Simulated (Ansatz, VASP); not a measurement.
**Two plane-wave programs on Nb**

INCAR

```
  ALGO = Fast
  EDIFF = 1E-7
  ENCUT = 520
  GGA = RP
  ISIF = 2
  ISMEAR = -1
  LASPH = T
  LCHARG = T
  LELF = T
  LREAL = F
  LVHAR = T
  LWAVE = F
  NBANDS = 34
  NELM = 100
  PREC = Accurate
  SIGMA = 0.1
```

The input KPOINTS:

```
k-points
0
Gamma
  14 14 4
```

POSCAR

```
Nb
1.0
    2.8844360853      0.0000000000      0.0000000000
   -1.4422180426      2.4979949254      0.0000000000
    0.0000000000      0.0000000000     10.5582599364
Nb
4
Direct
    0.0000000000      1.0000000000      1.0000000000
    0.0000000000      1.0000000000      0.5000000000
    0.3333333333      0.6666666667      0.2500000000
    0.6666666667      0.3333333333      0.7500000000
```

Input for Ansatz:

```yaml
crystal:
  lattice:
    - [2.8844360853, 0.0, 0.0]
    - [-1.4422180426, 2.4979949254, 0.0]
    - [0.0, 0.0, 10.5582599364]
  atoms:
    - { symbol: Nb, position: [0.0, 1.0, 1.0] }
    - { symbol: Nb, position: [0.0, 1.0, 0.5] }
    - { symbol: Nb, position: [0.3333333333, 0.6666666667, 0.25] }
    - { symbol: Nb, position: [0.6666666667, 0.3333333333, 0.75] }
hamiltonian:
  xc: rpbe
  pseudopotentials:
    kind: paw
    azcp:
      Nb: "pseudopotentials/Nb.paw.azcp"
basis:
  ecutwfc: 420
  fft_grid_basis: typed
kpoints:
  mp_grid: { grid: [14, 14, 4], shift: [0, 0, 0] }
magnetization:
  spin_polarized: false
scf:
  occupations: { method: fermi_dirac, width: 0.1 }
  lower_state_search: "off"
output:
  stress: true
```

Alike in both runs: task single point; functional RPBE; k mesh 14 × 14 × 4; occupations fermi-dirac, width 0.1 eV; no spin polarisation.

```csv
,VASP,Ansatz
version,VASP 6.6.1,Ansatz 0.2.0
potentials or method,"VASP PAW PBE potentials, release 64 (Nb_sv)","plane waves (420 eV) with PAW, scalar-relativistic"
plane-wave cutoff (eV),520,420
valence electrons in the cell,52,52
```

```csv
,VASP,Ansatz,Ansatz less VASP
pressure (GPa),0.2,0.0,-0.15
largest component of the traceless stress (GPa),0.46,0.16,-0.301
```

Caveats: the PAW data sets were made with another functional, which shifts forces and pressure a little (VASP).
